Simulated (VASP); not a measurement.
The system is Au.

```
CELL_PARAMETERS angstrom
4.63923 0.00000 0.00000
-2.31962 4.01769 0.00000
0.00000 0.00000 5.18772
ATOMIC_POSITIONS crystal
Au 0.00000 0.00000 0.25000
Au 0.00000 0.00000 0.75000
Au 0.33333 0.66667 0.75000
Au 0.66667 0.33333 0.25000
```

The cell was built by a generator and needn't be a form met in nature.

| Property | Result |
| --- | --- |
| Program | VASP 6.6.1 |
| Task | relaxation of cell and atoms |
| Functional | PBE |
| Potentials or basis | VASP PAW PBE potentials, release 64 (Au) |
| Cutoff | 600 eV |
| k mesh | 6 × 6 × 4 |
| Occupations | gaussian, width 0.1 eV |
| Spin | no spin polarisation |

At the start: pressure 0.6 GPa; volume 24.17 Å³/atom.

Question: Where does the relaxation end?

Answer: Over 3 steps the energy falls by 4.3 meV/atom and the volume is 24.38 Å³/atom (+0.9 %); space group P6_3/mmc (No. 194, to 0.05 Å).

Step by step:
```tsv
step	energy change (eV)	largest force (eV/Å)	pressure (GPa)	volume (Å³)
1	0.0000	0.0000	0.55	96.69
2	-0.0147	0.0000	-0.17	97.84
3	-0.0171	0.0000	-0.02	97.52
```

Final structure:
```
Au
1.0
     4.62104    0.00000    0.00000
    -2.31052    4.00193    0.00000
     0.00000    0.00000    5.27353
Au
4
Direct
  0.00000 0.00000 0.25000
  0.00000 0.00000 0.75000
  0.33333 0.66667 0.75000
  0.66667 0.33333 0.25000
```
